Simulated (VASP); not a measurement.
# Al (Fm-3m) in VASP: settings compared, part 2 of 2

VASP 6.6.1.

### 4 Phonons, PBE

POSCAR reads:

```
Al
1.0
    0.0000000000      2.0248050000      2.0248050000
    2.0248050000      0.0000000000      2.0248050000
    2.0248050000      2.0248050000      0.0000000000
Al
1
Direct
    0.0000000000      0.0000000000      0.0000000000
```

INCAR.step1 reads:

```
ALGO = Normal ; EDIFF = 1E-8
EDIFFG = -0.002 ; ENCUT = 600
GGA = PE ; IBRION = 2
ISIF = 3 ; ISMEAR = -1
LASPH = T ; LCHARG = F
LREAL = F ; LWAVE = F
NELM = 80 ; NSW = 40
PREC = Accurate ; SIGMA = 0.05
```

INCAR.step2 reads:

```
ALGO = Normal ; EDIFF = 1E-8
ENCUT = 600 ; GGA = PE
IBRION = 8 ; ISIF = 2
ISMEAR = -1 ; LASPH = T
LCHARG = F ; LREAL = F
LWAVE = F ; NELM = 80
NSW = 1 ; PREC = Accurate
SIGMA = 0.05
```

KPOINTS reads:

```
k-points
0
Gamma
  8 8 8
```

Potentials or basis: VASP PAW PBE potentials, release 64 (Al).

On the command line:

```console
$ cat potpaw_PBE.64/Al/POTCAR > POTCAR
$ cp INCAR.step1 INCAR
$ mpirun -np 1 vasp_std > vasp.out
$ cp CONTCAR POSCAR
$ cp INCAR.step2 INCAR
$ mpirun -np 1 vasp_std > vasp.out
```

OUTCAR:

```text
EDIFF = 1E-8
   ENCUT = 600
   GGA = PE
   IBRION = 8
   ISIF = 2
   ISMEAR = -1
   LASPH = T
   LREAL = F
   NELM = 80
   NSW = 1
   PREC = Accurate

 ion  position               nearest neighbor table
   1  0.000  0.000  0.000-

  LATTYP: Found a face centered cubic cell.
 ALAT       =     4.0417971417

  Lattice vectors:

 A1 = (   0.0000000000,   2.0208985709,   2.0208985709)
 A2 = (   2.0208985709,   0.0000000000,   2.0208985709)
 A3 = (   2.0208985709,   2.0208985709,   0.0000000000)

Analysis of symmetry for initial positions (statically):
=====================================================================
 Subroutine PRICEL returns:
 Original cell was already a primitive cell.

 Routine SETGRP: Setting up the symmetry group for a
 face centered cubic supercell.

 Subroutine GETGRP returns: Found 48 space group operations
 (whereof 48 operations were pure point group operations)
 out of a pool of 48 trial point group operations.

The static configuration has the point symmetry O_h .

Analysis of symmetry for dynamics (positions and initial velocities):
=====================================================================
 Subroutine PRICEL returns:
 Original cell was already a primitive cell.

 Routine SETGRP: Setting up the symmetry group for a
 face centered cubic supercell.

 Subroutine GETGRP returns: Found 48 space group operations
 (whereof 48 operations were pure point group operations)
 out of a pool of 48 trial point group operations.

The dynamic configuration has the point symmetry O_h .

 Subroutine INISYM returns: Found 48 space group operations
 (whereof 48 operations are pure point group operations),
 and found     1 'primitive' translations

----------------------------------------------------------------------------------------

                                     Primitive cell

  volume of cell :      16.5068

  direct lattice vectors                    reciprocal lattice vectors
     0.000000000  2.020898571  2.020898571    -0.247414693  0.247414693  0.247414693
     2.020898571  0.000000000  2.020898571     0.247414693 -0.247414693  0.247414693
     2.020898571  2.020898571  0.000000000     0.247414693  0.247414693 -0.247414693

  length of vectors
     2.857982167  2.857982167  2.857982167     0.428534819  0.428534819  0.428534819

  position of ions in fractional coordinates (direct lattice)
     0.000000000  0.000000000  0.000000000

  ion indices of the primitive-cell ions
   primitive index   ion index
                 1           1

----------------------------------------------------------------------------------------

 KPOINTS: k-points

Automatic generation of k-mesh.
 Grid dimensions read from file:
 generate k-points for:    8    8    8

[... 105 lines left out ...]
  ---------------------------------------------------
  ext. energy  EPLUGINS =         0.00000000
  ---------------------------------------------------
  free energy    TOTEN  =        -3.74257089 eV

  energy without entropy =       -3.73845175  energy(sigma->0) =       -3.74051132

 E-fermi :   8.0398     XC(G=0): -10.1941

 val. band max:        7.6723226942   @ k =  -0.2500   0.3750   0.1250
 cond. band min:       8.1321784362   @ k =   0.5000   0.2500   0.1250
 fundamental gap:      0.4598557420
 Fermi energy:         8.0398223070

 k-point     1 :       0.0000    0.0000    0.0000
  band No.  band energies     occupation
      1      -3.1347      2.00000
      2      20.6142      0.00000
      3      20.6142      0.00000
      4      20.6142      0.00000
      5      22.1033      0.00000
[... 177 lines left out ...]
 k-point    24 :      -0.3750    0.2500    0.1250
  band No.  band energies     occupation
      1       4.4513      2.00000
      2       4.7108      2.00000
      3      12.9663      0.00000
      4      13.4491      0.00000
      5      21.2961      0.00000

 [... further k-points ...]

------------------------ aborting loop because EDIFF is reached ----------------------------------------

  FORCE on cell =-STRESS in cart. coord.  units (eV):
  Direction    XX          YY          ZZ          XY          YZ          ZX
  --------------------------------------------------------------------------------------
  -------------------------------------------------------------------------------------
  Total        0.0002488      0.0002488      0.0002488      0.0000000      0.0000000      0.0000000
  in kB        0.0241449      0.0241449      0.0241449      0.0000000      0.0000000      0.0000000
  external PRESSURE =       0.0241449 kB  Pullay stress =       0.0000000 kB

 VOLUME and BASIS-vectors are now :
 -----------------------------------------------------------------------------
  energy-cutoff  :      600.00
  volume of cell :       16.51
      direct lattice vectors                 reciprocal lattice vectors
     0.000000000  2.020898571  2.020898571    -0.247414693  0.247414693  0.247414693
     2.020898571  0.000000000  2.020898571     0.247414693 -0.247414693  0.247414693
     2.020898571  2.020898571  0.000000000     0.247414693  0.247414693 -0.247414693

 POSITION                                       TOTAL-FORCE (eV/Angst)
 -----------------------------------------------------------------------------------
      0.00000      0.00000      0.00000         0.000000      0.000000     -0.000000
 -----------------------------------------------------------------------------------
    total drift:                               -0.000000      0.000000      0.000000

  FREE ENERGIE OF THE ION-ELECTRON SYSTEM (eV)
  ---------------------------------------------------
  free  energy   TOTEN  =        -3.7425708912 eV

  energy  without entropy=       -3.7384517487  energy(sigma->0) =       -3.74051132

[... ionic steps 2 to 3 ...]

--------------------------------------- Ionic step        4  -------------------------------------------

 Free energy of the ion-electron system (eV)
  ---------------------------------------------------
  ---------------------------------------------------
  free energy    TOTEN  =        -0.00267543 eV

  energy without entropy =       -0.00267543

------------------------ aborting loop because EDIFF is reached ----------------------------------------

 INTERNAL STRAIN TENSOR  FOR ION    1  DIRECTION 1   (eV/Angst):
 -----------------------------------------------------------------------------
     0.00306 -0.00000  0.00000
     0.00000  0.00091 -0.00000
     0.00000 -0.00000  0.00091

 INTERNAL STRAIN TENSOR FOR ION    1 for displacements in x,y,z  (eV/Angst):
          X           Y           Z          XY          YZ          ZX
  --------------------------------------------------------------------------------
  x     0.00000     0.00000     0.00000     0.00000     0.00000     0.00000
  y     0.00000     0.00000     0.00000     0.00000     0.00000     0.00000
  z     0.00000     0.00000     0.00000     0.00000     0.00000     0.00000

 SECOND DERIVATIVES (NOT SYMMETRIZED)
 ------------------------------------
               1X          1Y          1Z
  1X    -0.000102    0.000000    0.000000
  1Y     0.000000   -0.000102    0.000000
  1Z     0.000000    0.000000   -0.000102

 Eigenvectors and eigenvalues of the dynamical matrix
 ----------------------------------------------------

   1 f  =    0.030412 THz     0.191084 2PiTHz    1.014436 cm-1     0.125774 meV
             X         Y         Z           dx          dy          dz
      0.000000  0.000000  0.000000     1.000000    0.000000    0.000000

   2 f  =    0.030412 THz     0.191084 2PiTHz    1.014436 cm-1     0.125774 meV
             X         Y         Z           dx          dy          dz
      0.000000  0.000000  0.000000     0.000000    1.000000    0.000000

   3 f  =    0.030412 THz     0.191084 2PiTHz    1.014436 cm-1     0.125774 meV
             X         Y         Z           dx          dy          dz
      0.000000  0.000000  0.000000     0.000000    0.000000    1.000000

--------------------------------------------------------------------------------------------------------

 ELASTIC MODULI CONTR FROM IONIC RELAXATION (kBar)
 Direction    XX          YY          ZZ          XY          YZ          ZX
 --------------------------------------------------------------------------------
 XX           0.0000      0.0000      0.0000      0.0000      0.0000      0.0000
 YY           0.0000      0.0000      0.0000      0.0000      0.0000      0.0000
 ZZ           0.0000      0.0000      0.0000      0.0000      0.0000      0.0000
 XY           0.0000      0.0000      0.0000      0.0000      0.0000      0.0000
 YZ           0.0000      0.0000      0.0000      0.0000      0.0000      0.0000
 ZX           0.0000      0.0000      0.0000      0.0000      0.0000      0.0000
 --------------------------------------------------------------------------------
```

OSZICAR.step1:

```text
N       E                     dE             d eps       ncg     rms          rms(c)
DAV:   1    -0.103013591549E+01   -0.10301E+01   -0.87970E+02   290   0.357E+02
DAV:   2    -0.374209872408E+01   -0.27120E+01   -0.26486E+01   375   0.345E+01
DAV:   3    -0.376425174435E+01   -0.22153E-01   -0.22000E-01   405   0.368E+00
[... 19 lines left out ...]
DAV:   1    -0.374257594465E+01   -0.68498E-05   -0.68523E-05   365   0.530E-02    0.690E-03
DAV:   2    -0.374257551910E+01    0.42555E-06   -0.43631E-07   315   0.581E-03    0.257E-03
DAV:   3    -0.374257516173E+01    0.35737E-06   -0.61554E-08   355   0.163E-03    0.792E-04
DAV:   4    -0.374257509540E+01    0.66330E-07   -0.54882E-09   175   0.481E-04    0.423E-04
DAV:   5    -0.374257509058E+01    0.48259E-08   -0.40063E-10   155   0.180E-04
   3 F= -.37425751E+01 E0= -.37405155E+01  d E =-.140945E-03
```

Run time: 25 s. Hardware: 1 thread of Intel Xeon Platinum 8175M at 2.50GHz (Skylake/Cascade Lake), shared host; peak memory 0.14 GiB.

Results:

- Relaxed volume: 16.51 Å³/atom
- Relaxed cell: a = 2.858 Å, b = 2.858 Å, c = 2.858 Å, α = 60.00°, β = 60.00°, γ = 60.00°
- Space group after relaxing (to 0.05 Å): Fm-3m (No. 225)

The path:
| step | energy change (eV) | largest force (eV/Å) | pressure (GPa) | volume (Å³) |
| --- | --- | --- | --- | --- |
| 1 | 0.0000 | 0.0000 | -0.47 | 16.60 |
| 2 | -0.0001 | 0.0000 | 0.10 | 16.49 |
| 3 | -0.0001 | 0.0000 | 0.00 | 16.51 |

Final structure:
```xyz
1
Lattice="0.0000 2.0209 2.0209 2.0209 0.0000 2.0209 2.0209 2.0209 0.0000" Properties=species:S:1:pos:R:3 pbc="T T T"
Al    0.0000    0.0000    0.0000
```
